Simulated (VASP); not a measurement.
ZrO:

```xyz
2
Lattice="1.8266 -2.9188 0.0000 1.8266 2.9188 0.0000 0.0000 0.0000 2.6199" Properties=species:S:1:pos:R:3 pbc="T T T"
Zr    0.0000    0.0000    0.0000
O     1.8266    0.0000    0.0000
```

The cell was built by a generator and needn't be a form met in nature.

```yaml
Program: VASP 6.6.1
Task: relaxation of cell and atoms
Functional: LAK
Potentials_or_basis: VASP PAW PBE potentials, release 64 (Zr_sv, O)
Cutoff: 600 eV
k_mesh: 9 × 9 × 10
Occupations: gaussian, width 0.05 eV
Spin: no spin polarisation
```

At the start: pressure 67.9 GPa; volume 13.97 Å³/atom.

**Question.** How do energy, volume and symmetry change on relaxing?

**Answer.** Over 20 steps the energy falls by 1655.0 meV/atom and the volume is 15.69 Å³/atom (+12.3 %); space group P4/mmm (No. 123, to 0.05 Å).

The path:
| step | energy change (eV) | largest force (eV/Å) | pressure (GPa) | volume (Å³) |
| --- | --- | --- | --- | --- |
| 1 | 0.0000 | 0.0000 | 67.90 | 27.94 |
| 2 | 3.1686 | 0.0000 | -32.66 | 55.78 |
| 3 | -1.4327 | 0.0000 | -12.61 | 36.37 |
| 4 | -1.6317 | 0.0000 | -4.80 | 34.58 |
| 5 | -1.6730 | 0.0000 | 3.41 | 33.19 |
| 6 | -1.6747 | 0.0000 | 2.26 | 33.37 |
| 7 | -2.4213 | 0.0000 | -8.50 | 35.95 |
| 8 | -2.5912 | 0.0000 | -10.33 | 36.92 |
| 9 | -2.7350 | 0.0000 | -11.58 | 38.41 |
| 10 | -2.6981 | 0.0000 | -11.28 | 37.67 |
| 11 | -2.8659 | 0.0000 | 16.16 | 32.23 |
| 12 | -3.0875 | 0.0000 | -0.19 | 34.26 |
| 13 | -3.2186 | 0.0000 | -0.75 | 32.82 |
| 14 | -3.2394 | 0.0000 | -1.81 | 33.25 |
| 15 | -3.2983 | 0.0000 | -2.69 | 32.38 |
| 16 | -3.3043 | 0.0000 | -2.77 | 32.04 |
| 17 | -3.3001 | 0.0000 | 4.23 | 30.64 |
| 18 | -3.3095 | 0.0000 | 0.06 | 31.44 |
| 19 | -3.3100 | 0.0000 | 0.03 | 31.36 |
| 20 | -3.3100 | 0.0000 | 0.03 | 31.38 |

Final structure:
```
Zr O
1.0
     2.19401   -2.19780    0.00000
     2.19401    2.19780    0.00000
     0.00000    0.00000    3.25373
Zr O
1 1
Direct
  0.00000 0.00000 0.00000
  0.50000 0.50000 0.00000
```

Caveat: the PAW data sets were made with another functional, which shifts forces and pressure a little.
